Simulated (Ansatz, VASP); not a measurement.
## Cross-check of WS2 (2H-WS2, 2 layers, AB stacking) between VASP and Ansatz

One calculation is typed for both programs; each brings its own data sets. How far apart do they land? The structure shown is the start of the Ansatz relaxation below; VASP solves that cell, so the two are compared at the walk's first step.

Main program and level: Ansatz 0.2.0; plane waves, with VASP 6.6.1 beside it; single point at PBE with D3(BJ).

### 1. The starting structure

The cell holds 6 atoms: 4 S and 2 W. Its edges and angles: a = 3.180 Å, b = 3.180 Å, c = 26.251 Å, α = 90.0°, β = 90.0°, γ = 120.0°. Vacuum lies along c.

### 2. Ansatz: relaxation, PBE with D3(BJ)

Ansatz runs on its default PAW (the set named soft_2) files.

The two programs are compared at the cell with which this relaxation starts, whose forces are those of its first step.

input.yaml reads:

```yaml
crystal:
  lattice:
    - [3.18, 0.0, 0.0]
    - [-1.59, 2.753960784, 0.0]
    - [0.0, 0.0, 26.2512404648]
  atoms:
    - { symbol: S, position: [0.3333333333, 0.6666666667, 0.3047475037] }
    - { symbol: W, position: [0.0, 0.0, 0.3709466655] }
    - { symbol: S, position: [0.3333333333, 0.6666666667, 0.4371458274] }
    - { symbol: S, position: [0.6666666667, 0.3333333333, 0.5628541726] }
    - { symbol: W, position: [0.3333333333, 0.6666666667, 0.6290533345] }
    - { symbol: S, position: [0.6666666667, 0.3333333333, 0.6952524963] }
kpoints:
  mp_grid: { grid: [12, 12, 1] }
hamiltonian:
  xc: pbe
  dispersion: d3bj
scf:
  occupations: { method: fermi_dirac, width: 0.05 }
  convergence: { dr2_threshold: 1.0e-08 }
efield:
  axis: 3
  dipole_correction: true
  ramp_position: 0.97
  ramp_width: 0.04
relax:
  f_tol: 0.01
  cell: { fix: [c, alpha, beta] }
output:
  write_potential: true
  write_density: true
  volumetric_format: npy
```

Launch:

```console
ansatz run input.yaml --threads 4 --pin off --max-ram 8192MiB --backend cpu --events-out ev --progress --plain --runs-dir out
```

Numbers of over 12 decimals in the logs are rounded to 6 here.

What it wrote:

```text
Warning: relax.cell: scf.convergence.dr2_threshold = 1e-8 eV is looser than the 6e-10 eV advised for a relaxation that steers and ends on the stress (1e-10 eV for each atom of the cell: 6). What an SCF threshold leaves in a stress goes as its square root, and in the free energy as the threshold itself, and one threshold admits the most on a small cell: [figures from the program's tests cut] Set scf.convergence.dr2_threshold to 6e-10 eV or tighter. The threshold is an SCF's pass mark: one that does not reach it within its budget of iterations ends unconverged, or closes short of it on a stop that the run arms, and scf.convergence.dr2_threshold's page says what that costs each kind of run
Engine: ansatz 0.2.0, aarch64-unknown-linux-gnu
Pseudopotentials: kind: paw
Pseudopotential: S, paw, valence charge 6, recommended cutoff 420 eV (normal), S.paw.azcp
Pseudopotential: W, paw, valence charge 14, recommended cutoff 420 eV (normal), W.paw.azcp
Functional definition: PBE
  parameter kappa = 0.804
  parameter beta = 0.066725
  exchange = pbe_x(kappa = kappa, mu = beta*pi^2/3)
  correlation = pbe_c(beta = beta)
Crystal: 6 atoms, lattice volume = 229.898 Å³
Basis set: ecut = 420 eV, 4527 PW (Γ), exchange–correlation on 48×48×360 points (8 copies of the dense FFT grid, shifted against one another)
Bands: 32, of which v1, the nominal top of the filled ones, is band 26 counted from 1 (25 counted from 0)
Symmetry: 6 space group operations
Space group: P3m1 (ITA 156), of the structure as read, at distance tolerance 6.1e-5 Å
k-points: 19 of 144 (time reversal used)
Non-local potential: S, projectors of the file, l = 0: 2, l = 1: 2, l = 2: 2
Non-local potential: W, projectors of the file, l = 0: 3, l = 1: 2, l = 2: 2, l = 3: 1
PAW form: soft (Blöchl's): semilocal exchange-correlation on the pseudo side does not see the compensation charge
PAW one-centre angular grid: S, 110 points (default); XC on 64 Gauss nodes
PAW one-centre angular grid: W, 590 points (default); XC on 64 Gauss nodes
Initial density: superposition of atomic densities (neutral atoms: chi_scale 0, normalization atom), corrected by the library's trained network
Initial wavefunctions: pseudopotential atomic-orbital guess
Functional: x = pbe(κ = 0.804, μ = 0.219515), c = pbe(β = 0.066725)
SCF iter   1: F=—  HF=-24383.961507 eV  |F-HF|=—  |Δ(HF+E_count)|=         —  Δρ=3.81e-3  dr2=8.35e-2  ethr=1.77e-3  p=0.001 e·Å  D=7.83e-4 V/Å  ΔV_dip=-0.02 eV  dr2_dipole=3.85e-5  V_vac-E_F(+/−)=4.96/4.98 eV  ⟨swp⟩=8.1  Hψ=3094  notcnv=0
efield: sawtooth ramp at fractional position 0.9700 (set: `efield.ramp_position`, or a place that a band, a saddle search or an elastic batch's reference lends), width 0.0400; the density the first Hamiltonian is built on has a dipole p = 0.001 e·Å; the dipole correction subtracts the counter field D = 7.83e-4 V/Å, which shifts the + side's vacuum level by -0.02 eV against the − side's; the planar-averaged density in the ramp window peaks in size at 4.0e-5 e/Å³
preconditioner: auto → none  [insulator: Δε(μ)=1.272 eV  Ē_g=7.678 eV  σ=0.050 eV  W_gap=1.00  n_scr=16 (ndim 8)  ℏωp=14.7 eV  f_vac=0.483  D(μ)=0.00/eV (n_scr^D=0)  ε∞_Penn≈4.7]
SCF iter   2: F=—  HF=-24384.125563 eV  |F-HF|=—  |Δ(HF+E_count)|=   1.64e-1  Δρ=8.08e-3  dr2=2.03e0  ethr=1.61e-4  p=-0.004 e·Å  D=-3.11e-3 V/Å  ΔV_dip=0.08 eV  dr2_dipole=1.76e-3  V_vac-E_F(+/−)=5.51/5.43 eV  ⟨swp⟩=4.5  Hψ=1527  notcnv=0  defer=21
SCF iter   3: F=—  HF=-24383.969360 eV  |F-HF|=—  |Δ(HF+E_count)|=   1.56e-1  Δρ=1.91e-3  dr2=2.10e-2  ethr=1.61e-4  p=0.002 e·Å  D=1.40e-3 V/Å  ΔV_dip=-0.04 eV  dr2_dipole=2.84e-5  V_vac-E_F(+/−)=4.88/4.91 eV  ⟨swp⟩=4.8  Hψ=1499  notcnv=0  defer=19
SCF iter   4: F=—  HF=-24383.976101 eV  |F-HF|=—  |Δ(HF+E_count)|=   6.74e-3  Δρ=2.29e-3  dr2=4.49e-2  ethr=4.03e-5  p=-0.000 e·Å  D=-1.13e-4 V/Å  ΔV_dip=0.00 eV  dr2_dipole=8.19e-5  V_vac-E_F(+/−)=5.05/5.05 eV  ⟨swp⟩=2.3  Hψ=1013  notcnv=0  defer=19
SCF iter   5: F=—  HF=-24383.971510 eV  |F-HF|=—  |Δ(HF+E_count)|=   4.59e-3  Δρ=2.95e-4  dr2=2.78e-4  ethr=4.03e-5  p=0.002 e·Å  D=1.55e-3 V/Å  ΔV_dip=-0.04 eV  dr2_dipole=5.76e-5  V_vac-E_F(+/−)=4.92/4.96 eV  ⟨swp⟩=2.0  Hψ=839  notcnv=0  defer=19
SCF iter   6: F=—  HF=-24383.971744 eV  |F-HF|=—  |Δ(HF+E_count)|=   2.34e-4  Δρ=2.91e-4  dr2=1.63e-3  ethr=5.34e-7  p=-0.003 e·Å  D=-2.07e-3 V/Å  ΔV_dip=0.05 eV  dr2_dipole=8.90e-4  V_vac-E_F(+/−)=4.96/4.91 eV  ⟨swp⟩=3.3  Hψ=1201  notcnv=0  defer=19
[...]
SCF iter   3: F=—  HF=-24385.005014 eV  |F-HF|=—  |Δ(HF+E_count)|=   3.57e-5  Δρ=1.53e-4  dr2=3.20e-4  ethr=1.86e-7  p=0.004 e·Å  D=2.87e-3 V/Å  ΔV_dip=-0.08 eV  dr2_dipole=5.78e-7  V_vac-E_F(+/−)=4.57/4.65 eV  ⟨swp⟩=3.3  Hψ=1226  notcnv=0
SCF iter   4: F=—  HF=-24385.004998 eV  |F-HF|=—  |Δ(HF+E_count)|=   1.61e-5  Δρ=7.36e-5  dr2=5.74e-5  ethr=1.86e-7  p=0.004 e·Å  D=2.97e-3 V/Å  ΔV_dip=-0.08 eV  dr2_dipole=2.91e-8  V_vac-E_F(+/−)=4.56/4.64 eV  ⟨swp⟩=2.0  Hψ=739  notcnv=0
[...]
Initial wavefunctions: pseudopotential atomic-orbital guess (no wavefunctions were taken with the density)
iter 1 solved again at ethr=1.81e-7 eV; its pass at ethr=3.10e-3 eV (dr2=9.44e-5 eV) is discarded
SCF iter   1: F=—  HF=-24385.004715 eV  |F-HF|=—  |Δ(HF+E_count)|=         —  Δρ=1.61e-5  dr2=8.87e-8  ethr=1.81e-7  p=0.004 e·Å  D=2.96e-3 V/Å  ΔV_dip=-0.08 eV  dr2_dipole=1.20e-12  V_vac-E_F(+/−)=4.56/4.64 eV  ⟨swp⟩=4.3  Hψ=5441  notcnv=0
efield: sawtooth ramp at fractional position 0.9700 (set: `efield.ramp_position`, or a place that a band, a saddle search or an elastic batch's reference lends), width 0.0400; the density the first Hamiltonian is built on has a dipole p = 0.004 e·Å; the dipole correction subtracts the counter field D = 2.96e-3 V/Å, which shifts the + side's vacuum level by -0.08 eV against the − side's; the planar-averaged density in the ramp window peaks in size at 2.3e-6 e/Å³
SCF iter   2: F=—  HF=-24385.004619 eV  |F-HF|=—  |Δ(HF+E_count)|=   9.62e-5  Δρ=8.01e-6  dr2=5.21e-8  ethr=1.70e-10  p=0.004 e·Å  D=2.96e-3 V/Å  ΔV_dip=-0.08 eV  dr2_dipole=3.59e-12  V_vac-E_F(+/−)=4.56/4.64 eV  ⟨swp⟩=3.8  Hψ=1588  notcnv=0
SCF iter   3: F=—  HF=-24385.004619 eV  |F-HF|=—  |Δ(HF+E_count)|=   5.30e-8  Δρ=5.81e-6  dr2=4.27e-7  ethr=1.00e-10  p=0.004 e·Å  D=2.96e-3 V/Å  ΔV_dip=-0.08 eV  dr2_dipole=3.81e-10  V_vac-E_F(+/−)=4.56/4.64 eV  ⟨swp⟩=2.6  Hψ=1197  notcnv=0  recentre
SCF iter   4: F=—  HF=-24385.004619 eV  |F-HF|=—  |Δ(HF+E_count)|=   3.88e-8  Δρ=2.00e-6  dr2=6.51e-8  ethr=1.00e-10  p=0.004 e·Å  D=2.96e-3 V/Å  ΔV_dip=-0.08 eV  dr2_dipole=2.71e-10  V_vac-E_F(+/−)=4.56/4.64 eV  ⟨swp⟩=2.7  Hψ=1090  notcnv=0
SCF iter   5: F=-24385.004619 eV  HF=-24385.004619 eV  |F-HF|=6.55e-11  |Δ(HF+E_count)|=   6.29e-9  Δρ=9.31e-7  dr2=6.52e-10  ethr=1.92e-11  p=0.004 e·Å  D=2.96e-3 V/Å  ΔV_dip=-0.08 eV  dr2_dipole=6.19e-12  V_vac-E_F(+/−)=4.56/4.64 eV  ⟨swp⟩=11.0  Hψ=4873  notcnv=0
SCF 7 converged in 5 iterations: F = -24385.004619 eV  dr2 = 6.52e-10
relax step   7: F+E_penalty+E_count = -24385.00461920 eV  Δ(F+E_penalty+E_count) = +2.560e-4 eV  max|allowed force component| = 3.105e-3 eV/Å  Δτ_max = 0.0000 Å  P = -0.004 GPa  Ω = 226.770 Å³  fix = [c, alpha, beta]  reactions: c -0.013 GPa  stress off target by 9.38e-4 GPa on what of the cell is left free  SCF on the basis re-selected at this cell (its energy is not comparable with the rows above)  (5 SCF iters)
basis re-selected at this cell: Δ(F+E_penalty+E_count) = +2.560e-4 eV, ΔP = +0.002 GPa vs the last step (what re-selecting the basis moved, of the pressure what is left beyond the Pulay correction that the steps carried, after the strain that the cell walked since its last selection, with what the two solves' SCF thresholds leave and, on support functions, any second-order correction that the steps lacked; it is no m [...]
SCF converged after 5 iterations
Free energy (F): -24385.004619 eV
Harris-Foulkes:  -24385.004619 eV  (|F-HF|=6.55e-11)
Internal energy: -24385.004619 eV  (E = F + TS)
E sigma→0 (E₀):  -24385.004619 eV
Entropy (-TS):   -0.000000 eV (-0.000 meV/atom)
Fermi energy:    3.279818 eV
Dipole field:    D = 0.002960 V/Å  (p = 0.003709 e·Å, saw-weighted, corrected)
Work function:   Φ+ = 4.5613 eV   Φ− = 4.6390 eV
Levels:          The Fermi level and band energies are counted from a zero that moves with the ramp; work functions are not
--- Per-component energies (eV) ---
  E_band       = -835.330557
  E_kinetic    = 1333.560713
  E_local      = -43581.708773  (includes V_loc(G=0)·N_el)
  E_nonlocal   = 114.717194
  E_hartree    = 21199.486752
  E_xc         = -924.720140
  E_vxc        = -830.606954  (∫ρ·V_xc dr)
  E_paw        = -19526.294743  (= ΣΔE_a)
  E_vpaw       = -270.224663  (= ΣTr[D̂ρ^β])
  E_aug_tail   = -0.000124  (compensation charges beyond the density's cutoff)
  E_efield     = 0.000005  (sawtooth field / dipole correction)
  E_vefield    = -0.040403  (∫n·V_field dr)
  E_ewald      = 17002.176755
  E_disp       = -2.222258  (pairwise vdW)
  E_smearing   = -0.000000  (= −TS)
  E_closure    = 0.000000  (closes the sum)
  Σ components = -24385.004619   (vs F -24385.004619, Δ=0.00e0)
--- Forces (eV/Å), atoms counted from 1 ---
  atom   1  S      0.00000000     0.00000000     0.00071098
  atom   2  W     -0.00000000     0.00000000     0.00151532
  atom   3  S      0.00000000    -0.00000000    -0.00310529
  atom   4  S      0.00000000    -0.00000000     0.00297485
  atom   5  W     -0.00000000     0.00000000    -0.00113319
  atom   6  S      0.00000000    -0.00000000    -0.00096507
  max |Σ_I F_I| component: 2.40e-6 eV/Å
--- Stress (GPa, compression-positive) ---
        0.000938       0.000000      -0.000000
        0.000000       0.000938       0.000000
       -0.000000       0.000000      -0.013206
  P = ⅓ Tr σ = -0.0038 GPa (-0.038 kbar)
--- Band table (eV; the first three rows and the last of 19) ---
  k-point 0: bands = [... 22 lower, 0.6485, 0.6485, 1.8571, 2.6438, 5.0619, 5.0619, 5.1358, 5.1358, ... 2 higher]
  k-point 1: bands = [... 22 lower, 0.6575, 0.9917, 1.8362, 2.4776, 4.9440, 4.9794, 5.0540, 5.0665, ... 2 higher]
  k-point 2: bands = [... 22 lower, 0.5645, 1.0051, 1.6670, 1.9732, 4.4365, 4.7573, 4.8417, 5.0002, ... 2 higher]
  k-point 18: bands = [... 22 lower, -0.3180, -0.1722, 2.1445, 2.2324, 4.0710, 4.1445, 5.3762, 5.4301, ... 2 higher]
--- Relaxed structure (6 steps of the walk, 6 accepted, 1 SCFs on fresh bases) ---
  F+E_penalty+E_count = -24385.00461920 eV   max|allowed force component| = 3.105e-3 eV/Å   (the final SCF, on the basis selected at the relaxed cell)
  cell:  # Å, volume = 226.7701 Å³
    - [3.158295, 0.0, 0]
    - [-1.579147, 2.735164, 0]
    - [0, 0, 26.2512404648]
  atoms:
    - { symbol: S, position: [0.333333, 0.666667, 0.324528] }
    - { symbol: W, position: [-4.074287091801699e-18, -2.46716227690889e-17, 0.384581] }
    - { symbol: S, position: [0.333333, 0.666667, 0.444489] }
    - { symbol: S, position: [0.666667, 0.333333, 0.555491] }
    - { symbol: W, position: [0.333333, 0.666667, 0.615439] }
    - { symbol: S, position: [0.666667, 0.333333, 0.675473] }
```

Reading the cycles: dr2 is the Hartree energy of the density residual (eV), the measure of convergence; HF is the Harris–Foulkes estimate of the energy, which meets the free energy F at convergence.

(Continued in part 2 of 2.)

[Lines on the potential files, build, host, timing and source positions are cut from VASP's logs without a mark.]

[Logs are printed without paths, hosts, clocks, repeated set-up lines and the standing remarks that a program may print on its own settings, such as how far it seeks lower states.]

[Hosts, paths, dates, database ids (printed as entryN), source tags and the programs' standing remarks are cut or masked in the printed files.]
